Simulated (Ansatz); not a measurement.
**Na: the crystal squeezed far**

An exercise on one series of results from a longer session: the logs are not shown, and one member is left open.

Method: DFT, PBE, PAW with Ansatz's default frozen-core files, scalar-relativistic, in Ansatz 0.2.0.

## The structure to begin with

Symmetry: P6/mmm, No. 191, hexagonal system. The conventional cell has a = 3.615 Å, b = 3.615 Å, c = 3.398 Å, α = 90.00°, β = 90.00°, γ = 120.00°. Na (site symmetry 6/mmm) has 8 Na at 3.40 to 3.61 Å in its first shell of neighbours.

As a file:

```cif
data_structure
_symmetry_space_group_name_H-M 'P 1'
_symmetry_Int_Tables_number 1
_cell_length_a 3.6147
_cell_length_b 3.6147
_cell_length_c 3.3978
_cell_angle_alpha 90.000
_cell_angle_beta 90.000
_cell_angle_gamma 120.000
_cell_volume 38.45
loop_
_atom_site_label
_atom_site_type_symbol
_atom_site_fract_x
_atom_site_fract_y
_atom_site_fract_z
_atom_site_occupancy
Na1 Na 0.00000 0.00000 0.00000 1
```

Whether this phase is the stable one at these pressures isn't tested.

Set-up of the first run:

File input.yaml:

```yaml
crystal:
  lattice:
    - [3.6146556995, 0.0, 0.0]
    - [-1.8073278498, 3.1303836617, 0.0]
    - [0.0, 0.0, 3.3977763575]
  atoms:
    - { symbol: Na, position: [0.0, 0.0, 0.0] }
kpoints:
  mp_grid: { grid: [13, 13, 12] }
scf:
  occupations: { method: fermi_dirac, width: 0.08 }
hamiltonian:
  xc: pbe
  pseudopotentials: { kind: paw }
output:
  forces: true
  stress: true
relax:
  f_tol: 0.005
  max_steps: 40
  cell: {}
```

On the command line:

```
ansatz run input.yaml --threads 1 --pin off --max-ram 2048MiB --backend cpu --events-out ev --progress --plain --runs-dir out
```

Among the steps run: Cell relaxed at zero pressure, PAW; Volume scaled by 1, PAW; Volume scaled by 1, PAW (partial_waves polarizable); Shape and atoms relaxed at 0.95 of the volume, PAW; Volume scaled by 0.95, PAW; Shape and atoms relaxed at 0.85 of the volume, PAW; Volume scaled by 0.85, PAW; Shape and atoms relaxed at 0.75 of the volume, PAW; Volume scaled by 0.75, PAW; Shape and atoms relaxed at 0.65 of the volume, PAW; Volume scaled by 0.65, PAW; Shape and atoms relaxed at 0.55 of the volume, PAW; Volume scaled by 0.55, PAW; Shape and atoms relaxed at 0.45 of the volume, PAW; Volume scaled by 0.45, PAW; Shape and atoms relaxed at 0.4 of the volume, PAW; Volume scaled by 0.4, PAW; Volume scaled by 0.4, PAW (partial_waves polarizable).

One of the session's tables, all rows but one given; the rest of the session is left out.

```
                         method  volume over the first  volume (Å³/atom)  pressure (GPa)
                            PAW                      1            38.447           -0.01
                            PAW                   0.95            36.524            0.38
                            PAW                   0.85            32.680            1.49
                            PAW                   0.75            28.835            3.35
                            PAW                   0.65            24.990            6.55
                            PAW                   0.55            21.146           12.45
                            PAW                   0.45                 ?               ?
                            PAW                    0.4            15.379           34.99
PAW (partial_waves polarizable)                      1            38.447           -0.01
PAW (partial_waves polarizable)                    0.4            15.379           34.99
```

Estimate the missing values for PAW, 0.45.

As computed: volume (Å³/atom): 17.301; pressure (GPa): 24.34. In the column «volume (Å³/atom)» it lies between PAW (partial_waves polarizable), 0.4 (15.379) and PAW, 0.55 (21.146).
